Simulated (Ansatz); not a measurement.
We consider zinc-blende ZnTe, described by PBE (PAW; Ansatz, a quantum-chemistry and plane-wave program).

Settings: plane-wave cutoff 520 eV, 10×10×10 k mesh, Fermi–Dirac smearing 0.01 eV, scalar-relativistic PAW data made under PBE.

Energies at three volumes about the minimum:

```json
[
 {"V (Å³/atom)": "28.900", "E − E_lowest (meV/atom)": "1.65"},
 {"V (Å³/atom)": "29.489", "E − E_lowest (meV/atom)": "0.00"},
 {"V (Å³/atom)": "30.079", "E − E_lowest (meV/atom)": "1.53"}
]
```

### Question
Fit a parabola by hand: where is the minimum, what lattice constant follows, and what is the bulk modulus?

### Answer
Slopes: (0.00 − 1.65)/(29.489 − 28.900) = -2.801 and (1.53 − 0.00)/(30.079 − 29.489) = 2.593 meV/Å³. Curvature E″ = 2 × (2.593 − (-2.801))/(30.079 − 28.900) = 9.150 meV/Å⁶. From the middle of the first interval, the slope vanishes at V0 = 29.1945 − (-2.801)/9.150 = 29.501 Å³/atom. B = V0 E″ = 29.501 × 9.150 meV/Å³ × 0.1602 GPa per meV/Å³ = 43.2 GPa. With 8 atoms in the cube, a = (8 × 29.501)^(1/3) = 6.180 Å. The full Birch–Murnaghan fit to all volumes gives V0 = 29.489 Å³/atom and B0 = 43.3 GPa.

Measured, for comparison: bulk modulus 51 ± 3 GPa (room temperature, not corrected to a static lattice; as tabulated in Determination of phase transition pressures of ZnTe under quasihydrostatic …); lattice constant a 6.104 Å (room temperature, not corrected to a static lattice, our sources range from 6.089 to 6.104; as tabulated in Albrecht et al. (1997), arXiv:cond-mat/9706128). Computed (rounded) less measured: bulk modulus -15 %.
